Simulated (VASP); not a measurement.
# MgSe (Fm-3m) in VASP: notebook

One crystal, MgSe, is run at these levels: PBEsol; tasks: single point.

All numbers are computed with VASP 6.6.1; they aren't measurements. Logs are shortened: lines on timing, memory, paths and dates and some standing lists are left out, and cuts for length are marked.

## 1. The crystal as given

It takes space group Fm-3m (No. 225, cubic). The conventional cell has a = 5.451 Å, b = 5.451 Å, c = 5.451 Å, α = 90.00°, β = 90.00°, γ = 90.00°. Mg (site symmetry m-3m) has 6 Se at 2.73 Å as nearest neighbours. Se (site symmetry m-3m) has 6 Mg at 2.73 Å as nearest neighbours.

## 2. Single point, PBEsol, non-collinear spin, zero start, spin-orbit coupling

The input, INCAR:

```
SYSTEM = MgSe
ALGO = Normal
EDIFF = 1E-6
ENCUT = 520
GGA = PS
GGA_COMPAT = .FALSE.
ISIF = 2
ISMEAR = 0
LASPH = .TRUE.
LCHARG = .TRUE.
LORBIT = 11
LORBMOM = .TRUE.
LREAL = .FALSE.
LSORBIT = .TRUE.
LVHAR = .TRUE.
LWAVE = .FALSE.
MAGMOM = 0 0 0 0 0 0
NBANDS = 20
NELM = 150
PREC = Accurate
SIGMA = 0.01
```

The input, KPOINTS:

```
k-points
0
G
  8 8 8
  0 0 0
```

The input, POSCAR:

```
MgSe
1.0
    2.7255000000      2.7255000000      0.0000000000
   -2.7255000000      2.7255000000      0.0000000000
    0.0000000000      2.7255000000      2.7255000000
Mg Se
1 1
Direct
    0.0000000000      0.0000000000      0.0000000000
    0.5000000000      0.5000000000      0.0000000000
```

Potentials or basis: VASP PAW PBE potentials, release 64 (Mg, Se).

The run is started by

```bash
$ cat potpaw_PBE.64/Mg/POTCAR potpaw_PBE.64/Se/POTCAR > POTCAR
$ mpirun -np 1 vasp_ncl > vasp.out
```

OUTCAR:

```text
SYSTEM = MgSe
   EDIFF = 1E-6
   ENCUT = 520
   GGA = PS
   ISIF = 2
   ISMEAR = 0
   LASPH = .TRUE.
   LORBIT = 11
   LREAL = .FALSE.
   LSORBIT = .TRUE.
   NELM = 150
   PREC = Accurate

 ion  position               nearest neighbor table
   1  0.000  0.000  0.000-   2 2.73   2 2.73   2 2.73   2 2.73   2 2.73   2 2.73
   2  0.500  0.500  0.000-   1 2.73   1 2.73   1 2.73   1 2.73   1 2.73   1 2.73

  LATTYP: Found a face centered cubic cell.
 ALAT       =     5.4510000000

  Lattice vectors:

 A1 = (   0.0000000000,   2.7255000000,   2.7255000000)
 A2 = (   2.7255000000,   0.0000000000,   2.7255000000)
 A3 = (   2.7255000000,   2.7255000000,   0.0000000000)

Analysis of symmetry for initial positions (statically):
=====================================================================
 Subroutine PRICEL returns:
 Original cell was already a primitive cell.

 Routine SETGRP: Setting up the symmetry group for a
 face centered cubic supercell.

 Subroutine GETGRP returns: Found 48 space group operations
 (whereof 48 operations were pure point group operations)
 out of a pool of 48 trial point group operations.

The static configuration has the point symmetry O_h .

Analysis of symmetry for dynamics (positions and initial velocities):
=====================================================================
 Subroutine PRICEL returns:
 Original cell was already a primitive cell.

 Routine SETGRP: Setting up the symmetry group for a
 face centered cubic supercell.

 Subroutine GETGRP returns: Found 48 space group operations
 (whereof 48 operations were pure point group operations)
 out of a pool of 48 trial point group operations.

The dynamic configuration has the point symmetry O_h .

Analysis of structural, dynamic, and magnetic symmetry:
=====================================================================
 Subroutine PRICEL returns:
 Original cell was already a primitive cell.

 Routine SETGRP: Setting up the symmetry group for a
 face centered cubic supercell.

 Subroutine GETGRP returns: Found 48 space group operations
 (whereof 48 operations were pure point group operations)
 out of a pool of 48 trial point group operations.

The overall configuration has the point symmetry O_h .

 Subroutine INISYM returns: Found 48 space group operations
 (whereof 48 operations are pure point group operations),
 and found     1 'primitive' translations

----------------------------------------------------------------------------------------

                                     Primitive cell

  volume of cell :      40.4919

  direct lattice vectors                    reciprocal lattice vectors
     2.725500000  2.725500000  0.000000000     0.183452578  0.183452578 -0.183452578
    -2.725500000  2.725500000  0.000000000    -0.183452578  0.183452578 -0.183452578
     0.000000000  2.725500000  2.725500000     0.000000000  0.000000000  0.366905155

  length of vectors
     3.854439064  3.854439064  3.854439064     0.317749185  0.317749185  0.366905155

  position of ions in fractional coordinates (direct lattice)
     0.000000000  0.000000000  0.000000000
     0.500000000  0.500000000  0.000000000

  ion indices of the primitive-cell ions
   primitive index   ion index
                 1           1
                 2           2

----------------------------------------------------------------------------------------

 KPOINTS: k-points

Automatic generation of k-mesh.
 Grid dimensions read from file:
 generate k-points for:    8    8    8

 Generating k-lattice:

  Cartesian coordinates                     Fractional coordinates (reciprocal lattice)
     0.022931572  0.022931572 -0.022931572     0.125000000  0.000000000  0.000000000
    -0.022931572  0.022931572 -0.022931572     0.000000000  0.125000000  0.000000000
     0.000000000  0.000000000  0.045863144     0.000000000  0.000000000  0.125000000

  Length of vectors
     0.039718648  0.039718648  0.045863144

  Shift w.r.t. Gamma in fractional coordinates (k-lattice)
     0.000000000  0.000000000  0.000000000

 Subroutine IBZKPT returns following result:
 ===========================================

 Found     29 irreducible k-points:

 Following reciprocal coordinates:
            Coordinates               Weight
  0.000000  0.000000  0.000000      1.000000
  0.125000  0.000000  0.000000      8.000000
  0.250000  0.000000  0.000000      8.000000
  0.375000  0.000000  0.000000      8.000000
  0.500000  0.000000  0.000000      4.000000
  0.125000  0.125000  0.000000     12.000000
[... 16 lines left out ...]
  0.375000  0.250000  0.125000     48.000000
  0.500000  0.250000  0.125000     24.000000
 [... further k-points ...]
   k-points           NKPTS =     29   k-points in BZ     NKDIM =     29   number of bands    NBANDS=     20
   number of dos      NEDOS =    301   number of ions     NIONS =      2
   total plane-waves  NPLWV =  27000
   dimension x,y,z NGX =    30 NGY =   30 NGZ =   30
   dimension x,y,z NGXF=    60 NGYF=   60 NGZF=   60
   ions per type =               1   1
   NGX,Y,Z   is equivalent  to a cutoff of  12.94, 12.94, 12.94 a.u.
   NGXF,Y,Z  is equivalent  to a cutoff of  25.88, 25.88, 25.88 a.u.
 SYSTEM =  MgSe
[... 28 lines left out ...]
     AMIX     =   0.40;   BMIX     =  1.00
     AMIX_MAG =   1.60;   BMIX_MAG =  1.00
  volume/ion in A,a.u.               =      20.25       136.63
  Fermi-wavevector in a.u.,A,eV,Ry     =   0.953488  1.801831 12.369596  0.909140
  Thomas-Fermi vector in A             =   2.082148
   LORBIT       =     11    0 simple, 1 ext, 2 COOP (PROOUT), +10 PAW based schemes
   GGA     = PS    functional components
   LHFCALC =     F    Hartree Fock is set to
   AEXX    =    0.0000 exact exchange contribution
   IVDW    =     0    specifies the selected vdW correction
   LEPSILON=     F    determine dielectric tensor
   LRPA    =     F    only Hartree local field effects (RPA)
 Gauss-broadening in eV      SIGMA  =   0.01
  energy-cutoff  :      520.00
  volume of cell :       40.49
 maximum number of plane-waves:      2212
 NGX is ok and might be reduce to    30
   NGX = 15   NGY = 15   NGZ = 15

 number of electron       8.0000001 magnetization      -0.0000000     -0.0000000     -0.0000000

 number of electron       8.0000001 magnetization      -0.0000000      0.0000000      0.0000000

 number of electron       8.0000001 magnetization       0.0000000      0.0000000      0.0000000

 number of electron       8.0000001 magnetization       0.0000000     -0.0000000     -0.0000000

 Free energy of the ion-electron system (eV)
  ---------------------------------------------------
  ext. energy  EPLUGINS =         0.00000000
  ---------------------------------------------------
  free energy    TOTEN  =        -8.12363817 eV

  energy without entropy =       -8.12363817  energy(sigma->0) =       -8.12363817

 E-fermi :   3.4134     XC(G=0):  -9.6199

 val. band max:        3.2822614638   @ k =   0.0000   0.0000   0.0000
 cond. band min:       4.9056336805   @ k =   0.5000   0.5000   0.0000
 fundamental gap:      1.6233722168
 Fermi energy:         3.4134422852

 k-point     1 :       0.0000    0.0000    0.0000
  band No.  band energies     occupation
      1      -9.8261      1.00000
      2      -9.8261      1.00000
      3       2.8627      1.00000
      4       2.8627      1.00000
      5       3.2823      1.00000
      6       3.2823      1.00000
[... 541 lines left out ...]
     19      14.8402      0.00000
     20      14.8402      0.00000

 [... further k-points ...]

------------------------ aborting loop because EDIFF is reached ----------------------------------------

  FORCE on cell =-STRESS in cart. coord.  units (eV):
  Direction    XX          YY          ZZ          XY          YZ          ZX
  --------------------------------------------------------------------------------------
  -------------------------------------------------------------------------------------
  Total       -0.0237236     -0.0237236     -0.0237236      0.0000000     -0.0000000      0.0000000
  in kB       -0.9386896     -0.9386896     -0.9386896      0.0000000     -0.0000000      0.0000000
  external PRESSURE =      -0.9386896 kB  Pullay stress =       0.0000000 kB

 VOLUME and BASIS-vectors are now :
 -----------------------------------------------------------------------------
  energy-cutoff  :      520.00
  volume of cell :       40.49
      direct lattice vectors                 reciprocal lattice vectors
     2.725500000  2.725500000  0.000000000     0.183452578  0.183452578 -0.183452578
    -2.725500000  2.725500000  0.000000000    -0.183452578  0.183452578 -0.183452578
     0.000000000  2.725500000  2.725500000     0.000000000  0.000000000  0.366905155

 POSITION                                       TOTAL-FORCE (eV/Angst)
 -----------------------------------------------------------------------------------
      0.00000      0.00000      0.00000        -0.000000     -0.000000      0.000000
      0.00000      2.72550      0.00000         0.000000      0.000000      0.000000
 -----------------------------------------------------------------------------------
    total drift:                               -0.000000      0.000000      0.000000

  FREE ENERGIE OF THE ION-ELECTRON SYSTEM (eV)
  ---------------------------------------------------
  free  energy   TOTEN  =        -8.1236381746 eV

  energy  without entropy=       -8.1236381746  energy(sigma->0) =       -8.12363817

 orbital moment (x)

 # of ion     p       d       tot
 ----------------------------------------
  1         0.000  -0.000  -0.000
  2        -0.000  -0.000  -0.000
 ----------------------------------------
           -0.000  -0.000  -0.000

 orbital moment (y)

 # of ion     p       d       tot
 ----------------------------------------
  1         0.000   0.000   0.000
  2         0.000  -0.000  -0.000
 ----------------------------------------
            0.000  -0.000  -0.000

 orbital moment (z)

 # of ion     p       d       tot
 ----------------------------------------
  1         0.000  -0.000   0.000
  2         0.000   0.000   0.000
 ----------------------------------------
            0.000  -0.000   0.000

 Spin-Orbit-Coupling matrix elements

 Ion:    1  E_soc:     -0.0000642
 l=   1
     0.0000000    -0.0000106    -0.0000106
    -0.0000106     0.0000000    -0.0000106
    -0.0000106    -0.0000106     0.0000000
 l=   2
     0.0000000     0.0000000     0.0000000     0.0000000    -0.0000001
     0.0000000     0.0000000    -0.0000001     0.0000000    -0.0000000
     0.0000000    -0.0000001     0.0000000    -0.0000001     0.0000000
     0.0000000     0.0000000    -0.0000001     0.0000000    -0.0000000
    -0.0000001    -0.0000000     0.0000000    -0.0000000     0.0000000
 l=   3
     0.0000000     0.0000000     0.0000000     0.0000000     0.0000000     0.0000000     0.0000000
     0.0000000     0.0000000     0.0000000     0.0000000     0.0000000     0.0000000     0.0000000
     0.0000000     0.0000000     0.0000000     0.0000000     0.0000000     0.0000000     0.0000000
     0.0000000     0.0000000     0.0000000     0.0000000     0.0000000     0.0000000     0.0000000
     0.0000000     0.0000000     0.0000000     0.0000000     0.0000000     0.0000000     0.0000000
     0.0000000     0.0000000     0.0000000     0.0000000     0.0000000     0.0000000     0.0000000
     0.0000000     0.0000000     0.0000000     0.0000000     0.0000000     0.0000000     0.0000000

 Ion:    2  E_soc:     -0.0354122
 l=   1
     0.0000000    -0.0058987    -0.0058987
    -0.0058987     0.0000000    -0.0058987
    -0.0058987    -0.0058987     0.0000000
 l=   2
     0.0000000    -0.0000005     0.0000000    -0.0000005    -0.0000028
    -0.0000005     0.0000000    -0.0000021    -0.0000005    -0.0000007
     0.0000000    -0.0000021     0.0000000    -0.0000021     0.0000000
    -0.0000005    -0.0000005    -0.0000021     0.0000000    -0.0000007
    -0.0000028    -0.0000007     0.0000000    -0.0000007     0.0000000
 l=   3
     0.0000000     0.0000000     0.0000000     0.0000000     0.0000000     0.0000000     0.0000000
     0.0000000     0.0000000     0.0000000     0.0000000     0.0000000     0.0000000     0.0000000
     0.0000000     0.0000000     0.0000000     0.0000000     0.0000000     0.0000000     0.0000000
     0.0000000     0.0000000     0.0000000     0.0000000     0.0000000     0.0000000     0.0000000
     0.0000000     0.0000000     0.0000000     0.0000000     0.0000000     0.0000000     0.0000000
     0.0000000     0.0000000     0.0000000     0.0000000     0.0000000     0.0000000     0.0000000
     0.0000000     0.0000000     0.0000000     0.0000000     0.0000000     0.0000000     0.0000000

 total charge

# of ion       s       p       d       tot
------------------------------------------
    1        0.142   0.122   0.034   0.298
    2        1.436   2.493   0.012   3.941
--------------------------------------------------
tot          1.578   2.615   0.046   4.239

 magnetization (x)

# of ion       s       p       d       tot
------------------------------------------
    1        0.000   0.000  -0.000  -0.000
    2        0.000   0.000   0.000   0.000
--------------------------------------------------
tot          0.000   0.000  -0.000  -0.000

 magnetization (y)

# of ion       s       p       d       tot
------------------------------------------
    1        0.000  -0.000  -0.000  -0.000
    2        0.000   0.000  -0.000  -0.000
--------------------------------------------------
tot          0.000  -0.000  -0.000  -0.000

 magnetization (z)

# of ion       s       p       d       tot
------------------------------------------
    1       -0.000   0.000   0.000   0.000
    2        0.000   0.000  -0.000   0.000
--------------------------------------------------
tot          0.000   0.000   0.000   0.000
```

Run time: 36 s. Hardware: 1 thread of Intel Xeon 6975P-C (Granite Rapids), shared host; peak memory 0.27 GiB.

Results:

* Free energy: -8.1236 eV
* Pressure: -0.1 GPa
* Net moment: 0.00 μB per cell
* Valence electrons inside the program's atomic spheres: Mg 0.30; Se 3.94

Moments on the atoms (μB; x, y, z):
```
Mg  0.00 0.00 0.00
Se  0.00 0.00 0.00
```

Caveat: the PAW data sets were made with another functional, which shifts forces and pressure a little.

[end of part 1 of 2]
